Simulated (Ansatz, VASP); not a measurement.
# MnO in VASP and in Ansatz

The input INCAR:

```
SYSTEM = MnO
  PREC = Accurate
  ENCUT = 520
  EDIFF = 1E-6
  ISMEAR = -1
  SIGMA = 0.02
  LREAL = .False.
  LASPH = .True.
  NELM = 150
  ALGO = Normal
  ISIF = 2
  LWAVE = .False.
  LCHARG = .True.
  ISPIN = 2
  MAGMOM = 4.5 0
  LORBIT = 11
  LMAXMIX = 4
  LDAU = .True.
  LDAUTYPE = 2
  LDAUL = 2 -1
  LDAUU = 2.8 0
  LDAUJ = 0 0
  LDAUPRINT = 1
  GGA = PE
  LELF = .True.
  LVHAR = .True.
  NBANDS = 20
```

KPOINTS

```
regular mesh
0
Gamma
  9 9 9
  0 0 0
```

File POSCAR:

```
MnO
1.0
    0.0000000000      2.2400000000      2.2400000000
    2.2400000000      0.0000000000      2.2400000000
    2.2400000000      2.2400000000      0.0000000000
Mn O
1 1
Direct
    0.0000000000      0.0000000000      0.0000000000
    0.5000000000      0.5000000000      0.5000000000
```

Input for Ansatz:

```yaml
crystal:
  lattice:
    - [0.0, 2.24, 2.24]
    - [2.24, 0.0, 2.24]
    - [2.24, 2.24, 0.0]
  atoms:
    - { symbol: Mn, position: [0.0, 0.0, 0.0], spin: 4.5 }
    - { symbol: O, position: [0.5, 0.5, 0.5] }
magnetization:
  spin_polarized: true
hamiltonian:
  xc: pbe
  pseudopotentials: { kind: paw }
  hubbard: { sites: [{ species: Mn, l: d, u_eff: 2.8 }] }
basis:
  ecutwfc: 420
kpoints:
  mp_grid: { grid: [9, 9, 9] }
scf:
  occupations: { method: fermi_dirac, width: 0.02 }
  lower_state_search: "off"
output:
  forces: true
  stress: true
```

Alike in both runs: task single point; functional PBE; k mesh 9 × 9 × 9; occupations fermi-dirac, width 0.02 eV; collinear spin; Hubbard terms Mn d U = 2.8 eV.

```csv
,VASP,Ansatz
version,VASP 6.6.1,Ansatz 0.2.0
potentials or method,"VASP PAW PBE potentials, release 64 (Mn_pv, O)","PAW, plane waves, scalar-relativistic"
plane-wave cutoff (eV),520,420
valence electrons in the cell,19,21
```

Ansatz gave:

```
pressure (GPa)                                                : 4.2
net moment per atom (μB)                                      : 2.50
size of the moment on the site where the two differ most (μB) : 4.27
```

Q: Which values does VASP return?

A: Pressure (GPa): 3.1; net moment per atom (μB): 2.50; size of the moment on the site where the two differ most (μB): 4.59.

Site moments also hang on the region over which each program counts them. The programs project onto different local orbitals, so the same U acts differently. The two sets of potentials don't hold the same shells in valence. Ansatz warned: «filled_band_counts_differ_across_k_points».

Caveats: a cell with one magnetic atom can't hold antiferromagnetic order, which such compounds often take. The state reached can hang on the start; a lower one may exist.
